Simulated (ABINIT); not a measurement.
This ABINIT 10.8.3 (patched build) run on CoSi2 needs a look.

Contents of run.abi:

```
# Datasets
ndtset 2

# Pseudopotentials
pp_dirpath "./"
pseudos "Co.GGA_PBE-JTH.xml, Si.GGA_PBE-JTH.xml"

# Structure
acell 3*1.0
rprim
     0.0000000000     5.0606865617     5.0606865617
     5.0606865617     0.0000000000     5.0606865617
     5.0606865617     5.0606865617     0.0000000000
ntypat 2
znucl 27 14
natom 3
typat 1 2 2
xred
            0.0            0.0            0.0
            3/4            3/4            3/4
            1/4            1/4            1/4

# Plane-wave basis
ecut 26.0
pawecutdg 48.0
pawxcdev 0

# k points
ngkpt 4 4 4
nshiftk 4
shiftk
     0.5000000000     0.5000000000     0.5000000000
     0.5000000000     0.0000000000     0.0000000000
     0.0000000000     0.5000000000     0.0000000000
     0.0000000000     0.0000000000     0.5000000000

# Exchange and correlation
ixc 11
vdw_xc 5

# Bands and occupations
nband 21
occopt 3
tsmear 0.00183747

# Spin
nsppol 2
spinat
     0.0000000000     0.0000000000     2.0000000000
     0.0000000000     0.0000000000     0.0000000000
     0.0000000000     0.0000000000     0.0000000000

# DFT+U
usepawu 4
lpawu 2 -1
upawu 2.0 0.0 eV
jpawu 0.7 0.0 eV
dmatpuopt 3

# SCF cycle
nstep 60

# Output
prteig 0
prtebands 0
prtwf 0
prtden 0
prtpot 0

# Dataset 1: ground state
kptopt1 1
tolvrs1 0.0001
prtwf1 1
nbdbuf1 4
nline1 6

# Dataset 2: response at q = 0 to atomic displacements
rfphon2 1
rfatpol2 1 3
rfdir2 1 1 1
getwfk2 1
kptopt2 2
nqpt2 1
qpt2 0.0 0.0 0.0
tolvrs2 1.0e-9
```

Potentials or basis: JTH PAW PBE v2.0.

The run is started by

```console
$ abinit run.abi > log 2>&1
```

run.abo:

```text
.Version 10.8.3 of ABINIT
 DATASET    1 : space group Fm -3 m (#225); Bravais cF (face-center cubic)
================================================================================
 Values of the parameters that define the memory need for DATASET  1.
     intxc =       0    ionmov =       0      iscf =      17    lmnmax =      18
     lnmax =       6     mgfft =      36  mpssoang =       3    mqgrid =    3001
     natom =       3  nloc_mem =       2    nspden =       2   nspinor =       1
    nsppol =       2      nsym =      48    n1xccc =       1    ntypat =       2
    occopt =       3   xclevel =       2
       mpw =        1647          nfft =       46656          nkpt =          10
 PAW method is used; the additional fine FFT grid is defined by:
   mgfftf=        48    nfftf =    110592
[... 664 lines left out ...]
     iter   2DEtotal(Ha)        deltaE(Ha) residm    vres2    difmagsph maxmagsph
-ETOT  1   3805.1738227339      6.031E+03 3.601E+01 4.975E+07 7.547E-05 7.547E-05
 ETOT  2   192.17693434000     -3.613E+03 1.078E+01 2.473E+06 1.102E-04 3.473E-05
 ETOT  3   6.4539594507987     -1.857E+02 1.797E+00 9.935E+03 2.017E-05 1.456E-05
 ETOT  4   5.8233557433341     -6.306E-01 2.817E-01 6.554E+02 2.496E-05 1.041E-05
 ETOT  5   5.8566220303292      3.327E-02 1.252E-02 4.011E+02 7.819E-06 4.476E-06
 ETOT  6   5.7954530909246     -6.117E-02 1.525E-03 4.475E+01 2.164E-06 4.753E-06
 ETOT  7   5.7875367966808     -7.916E-03 1.578E-04 1.470E+00 2.157E-06 3.878E-06
 ETOT  8   5.7871663107271     -3.705E-04 6.812E-05 1.817E-01 2.426E-07 3.807E-06
 ETOT  9   5.7870951498680     -7.116E-05 1.526E-05 1.244E-02 3.402E-06 3.698E-06
 ETOT 10   5.7870742304221     -2.092E-05 2.495E-05 1.122E-02 5.095E-07 3.665E-06
 ETOT 11   5.7870589462200     -1.528E-05 9.631E-06 4.276E-04 4.864E-07 3.632E-06
[... 25 lines left out ...]
 ETOT 37   5.7870373685491     -5.591E-09 4.513E-09 3.686E-08 7.381E-09 3.629E-06
 ETOT 38   5.7870373731475      4.598E-09 6.035E-09 4.655E-08 1.688E-09 3.629E-06
 ETOT 39   5.7870373691840     -3.964E-09 2.504E-09 3.755E-08 6.616E-09 3.629E-06
 ETOT 40   5.7870373731294      3.945E-09 3.350E-09 5.435E-08 9.853E-09 3.629E-06
 ETOT 41   5.7870373706210     -2.507E-09 1.388E-09 4.057E-08 1.272E-09 3.629E-06
 ETOT 42   5.7870373735877      2.966E-09 1.858E-09 4.899E-08 1.862E-09 3.629E-06
 ETOT 43   5.7870373718670     -1.721E-09 7.700E-10 4.112E-08 2.619E-09 3.629E-06
 ETOT 44   5.7870373737642      1.898E-09 1.024E-09 5.832E-08 4.971E-09 3.629E-06
 ETOT 45   5.7870373728074     -9.568E-10 4.280E-10 5.778E-08 1.943E-08 3.629E-06
 ETOT 46   5.7870373742589      1.452E-09 5.664E-10 8.751E-08 1.033E-08 3.630E-06
```

Q: How did it end, and where is the flaw?

A: The run was cut off at its time limit. The input holds a flaw that was put in on purpose: ground state stopped early ahead of the response (tolvrs1 = 0.0001; tolwfr1 = left out).
